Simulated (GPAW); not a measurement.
Crystal: SnO2 (Cassiterite).

```
CELL_PARAMETERS angstrom
4.73800 0.00000 0.00000
0.00000 4.73800 0.00000
0.00000 0.00000 3.18650
ATOMIC_POSITIONS crystal
Sn 0.50000 0.50000 0.50000
Sn 0.00000 0.00000 0.00000
O 0.80710 0.19290 0.50000
O 0.69290 0.69290 0.00000
O 0.19290 0.80710 0.50000
O 0.30710 0.30710 0.00000
```

- Program: GPAW 26.7.0
- Task: relaxation of cell and atoms
- Functional: RPBE
- Dispersion: D3
- Potentials or basis: the program's PAW data sets (release 1.2.1) made for this functional
- Cutoff: 800 eV
- Basis: pw
- k mesh: 4 × 4 × 5
- Occupations: fermi-dirac, width 0.05 eV
- Spin: no spin polarisation

At the start: pressure 10.0 GPa; volume 11.92 Å³/atom.

Question: Where does the relaxation end?

Answer: Over 11 steps the energy falls by 18.7 meV/atom and the volume is 12.50 Å³/atom (+4.9 %); space group P4_2/mnm (No. 136, to 0.05 Å).

The path:
```
step  energy change (eV)  largest force (eV/Å)  pressure (GPa)  volume (Å³)
   1              0.0000                0.3310           10.04        71.53
   2             -0.0279                0.1898            8.64        71.92
   3             -0.0926                0.2600            2.82        73.77
   4             -0.1007                0.2587            1.51        74.28
   5             -0.1098                0.1408           -0.07        74.98
   6             -0.1117                0.0401           -0.22        75.10
   7             -0.1119                0.0030           -0.04        75.05
   8             -0.1119                0.0093            0.03        75.02
   9             -0.1120                0.0176            0.17        74.98
  10             -0.1122                0.0190            0.24        74.97
  11             -0.1124                0.0125            0.18        75.02
```

Final structure:
```xyz
6
Lattice="4.8168 0.0000 0.0000 0.0000 4.8168 0.0000 0.0000 0.0000 3.2332" Properties=species:S:1:pos:R:3 pbc="T T T"
Sn    2.4084    2.4084    1.6166
Sn    0.0000    0.0000    0.0000
O     3.8833    0.9335    1.6166
O     3.3419    3.3419    0.0000
O     0.9335    3.8833    1.6166
O     1.4749    1.4749    0.0000
```

Caveat: the k mesh is coarse; later steps reuse the first step's grids.
